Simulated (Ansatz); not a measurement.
**GaAs: band gap under strain**

How does strain move the band edges of GaAs built on the zincblende prototype, and do the functionals agree on it? States: +2.0 % biaxial strain in the (111) plane, free along [111]; +3.0 % biaxial strain in the (111) plane, free along [111]; +4.0 % biaxial strain in the (111) plane, free along [111].

Code: Ansatz 0.2.0. PAW datasets, plane waves. No spin polarisation and no zero-point or thermal motion.

**1. Starting point**

The unstrained cell was relaxed with r2SCAN; in each strained cell the atoms were relaxed again with r2SCAN. Names of k-points are those of the unstrained zone, where strain can split equivalent points. First state: +2.0 % biaxial strain in the (111) plane, free along [111].

It is trigonal, R3m (No. 160); a = 4.087 Å, c = 9.735 Å in the conventional setting, 23.47 Å³ an atom. Near Ga stand 4 As at 2.46–2.49 Å; near As stand 4 Ga at 2.46–2.49 Å.

As a file:

Space group R3m:H (No. 160). a = 4.087 Å, b = 4.087 Å, c = 9.735 Å, α = 90.00°, β = 90.00°, γ = 120.00°
```csv
atom,site,symmetry,x,y,z
Ga,3a,3m,0.3333,0.6667,0.6655
As,3a,3m,0.3333,0.6667,0.9178
```

From earlier runs on the unstrained cell: PBE 0.47 eV, r2SCAN 0.96 eV, HSE06 1.36 eV, r2SCAN+SOC 0.86 eV, G0W0 1.20 eV (on its mesh); a = 5.666 Å.

**2. +2.0 % biaxial strain in the (111) plane, free along [111]: PBE**

input.yaml reads:

```yaml
crystal:
  lattice:
    - [-0.0530361955, 2.8367106019, 2.8367106019]
    - [2.8367106019, -0.0530361955, 2.8367106019]
    - [2.8367106019, 2.8367106019, -0.0530361955]
  atoms:
    - { symbol: Ga, position: [-0.0011604771, -0.0011604771, -0.0011604771] }
    - { symbol: As, position: [0.2511604771, 0.2511604771, 0.2511604771] }
kpoints:
  mp_grid: { grid: [8, 8, 8] }
  band_path:
    path:
      - [0.0, 0.0, 0.0]
      - [-0.5, -0.5, 0.0]
      - [-0.375, -0.375, 0.25]
      - [-0.375, 0.0, 0.375]
      - [0.0, 0.0, 0.5]
      - [-0.5, -0.25, 0.25]
      - [-0.011719, 0.0, 0.011719]
    npoints: 1
hamiltonian:
  xc: pbe
scf:
  occupations: { method: fermi_dirac, width: 0.02 }
  n_extra_bands: 4
output:
  forces: true
  stress: true
  eigenvalues: true
```

The run is started by

```
$ ansatz run input.yaml --threads 2 --pin off --max-ram 29491MiB --backend cpu --events-out ev --progress --plain --runs-dir out
```

After this run come: +2.0 % biaxial strain in the (111) plane, free along [111]: r2SCAN; +2.0 % biaxial strain in the (111) plane, free along [111]: HSE06; +2.0 % biaxial strain in the (111) plane, free along [111]: r2SCAN+SOC; +3.0 % biaxial strain in the (111) plane, free along [111]: PBE; +3.0 % biaxial strain in the (111) plane, free along [111]: r2SCAN; +3.0 % biaxial strain in the (111) plane, free along [111]: HSE06; +3.0 % biaxial strain in the (111) plane, free along [111]: r2SCAN+SOC; +4.0 % biaxial strain in the (111) plane, free along [111]: PBE; +4.0 % biaxial strain in the (111) plane, free along [111]: r2SCAN; +4.0 % biaxial strain in the (111) plane, free along [111]: HSE06; +4.0 % biaxial strain in the (111) plane, free along [111]: r2SCAN+SOC.

What does the calculation give?

**Answer**, as computed:

Least gap in eV (negative: overlap), with the change from the unstrained cell in brackets:

```
                                                     state  volume change (%)           PBE        r2SCAN         HSE06
+2.0 % biaxial strain in the (111) plane, free along [111]               +3.2  0.15 (-0.32)  0.58 (-0.38)  0.96 (-0.40)
+3.0 % biaxial strain in the (111) plane, free along [111]               +4.8  0.11 (-0.36)  0.43 (-0.53)  0.79 (-0.57)
+4.0 % biaxial strain in the (111) plane, free along [111]               +6.5  0.12 (-0.35)  0.32 (-0.64)  0.64 (-0.72)
```

**Reading.** With HSE06, of the states in the table +4.0 % biaxial strain in the (111) plane, free along [111] shifts the gap most, by -0.725 eV. PBE and HSE06 differ by 0.90 eV on the unstrained gap, and by at most 0.38 eV on its change.
